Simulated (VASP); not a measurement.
## GaAs: single point with PBE

**The experiment to reproduce.**

From “Evidence of valence band perturbations in GaAsN/GaAs(001): A combined variable-angle spectroscopic ellipsometry and modulated photoreflectance investigation”, 2008, arxiv:0805.2212, for a bulk crystal of GaAs at 300 K: band gap 1.418 ± 0.005 eV (direct).

The system is GaAs.

```
As Ga
1.0
     0.00000    2.82685    2.82685
     2.82685    0.00000    2.82685
     2.82685    2.82685    0.00000
As Ga
1 1
Direct
  0.75000 0.75000 0.75000
  0.00000 0.00000 0.00000
```

```json
{"Program": "VASP 6.6.1", "Task": "single point", "Functional": "PBE", "Potentials or basis": "VASP PAW PBE potentials, release 64 (As, Ga_d)", "Cutoff": "520 eV", "k mesh": "8 × 8 × 8", "Occupations": "gaussian, width 0.028 eV", "Spin": "no spin polarisation", "Further INCAR settings": "ALGO = Fast; EDIFF = 1e-07"}
```

| Quantity | Value |
| --- | --- |
| Pressure | 3.5 GPa |
| Band gap on the k mesh | 0.52 eV, direct |

Levels at points of the mesh, in eV from the valence-band top:
```
           k point  band 7  band 8  band 9  band 10  band 11  band 12
(0.00, 0.00, 0.00)    0.00    0.00    0.00     0.52     3.73     3.73
(0.50, 0.00, 0.00)   -6.64   -1.14   -1.14     1.00     4.63     4.63
(0.50, 0.50, 0.00)   -6.82   -2.68   -2.68     1.46     1.65    10.17
```

Run time: 14 s on 1 thread of Intel(R) Xeon(R) Platinum 8488C (Sapphire Rapids), on a shared host, peak memory 0.17 GiB.

A measured gap of GaAs is 1.418 eV (direct; 300 K; “Evidence of valence band perturbations in GaAsN/GaAs(001): A combined variable-angle spectroscopic ellipsometry and modulated photoreflectance investigation”, 2008, arxiv:0805.2212); the calculated 0.52 eV misses it by -0.90 eV. 3 values of this kind are on record (1.412 to 1.51 eV); this one was drawn at random among those near their median, those with a stated uncertainty first. Spin-orbit coupling on As, Ga is left out. The value is that of PBE on a finite k mesh, which can miss the band edges, without temperature or zero-point motion. Semilocal functionals fall short of measured gaps as a rule.
